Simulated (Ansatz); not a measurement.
## Structures of ZnCu: which is lowest?

Plane-wave DFT in Ansatz with scalar-relativistic PAW potentials, cutoff 500 eV, Γ-centred meshes chosen by cell and gap, Gaussian smearing with energies taken to zero width. Every cell was relaxed (cell and atoms) in a run of its own, within the symmetry of its start. Functional: r2SCAN.

Relaxed structures (starts from databases or built by putting these elements on another compound's sites):
A. Pm-3m, 2 atoms in the computed cell, a = 2.919 Å; sites (symmetry × multiplicity) Zn m-3m × 1, Cu m-3m × 1; start: database
B. P4/mmm, 2 atoms in the computed cell, a = 2.735 Å, c = 3.328 Å; sites (symmetry × multiplicity) Zn 4/mmm × 1, Cu 4/mmm × 1; start: database

**Question.** Rank them by energy. Could pressure change the order?

**Answer.**
```tsv
structure	group	E − E(lowest) (meV/atom)	V (Å³/atom)	gap on mesh (eV)
A	Pm-3m	0.0	12.43	0.00
B	P4/mmm	5.8	12.45	0.00
```

A is lowest, 6 meV/atom under B. The two lowest differ in volume by under 3 %, too little for a first-order estimate of what pressure does to that pair (other pairs aren't weighed here); with rigid cells even 3 % in favour of the higher one would need about 2 GPa. Other structures may lie lower than all of these, and vibrations aren't counted.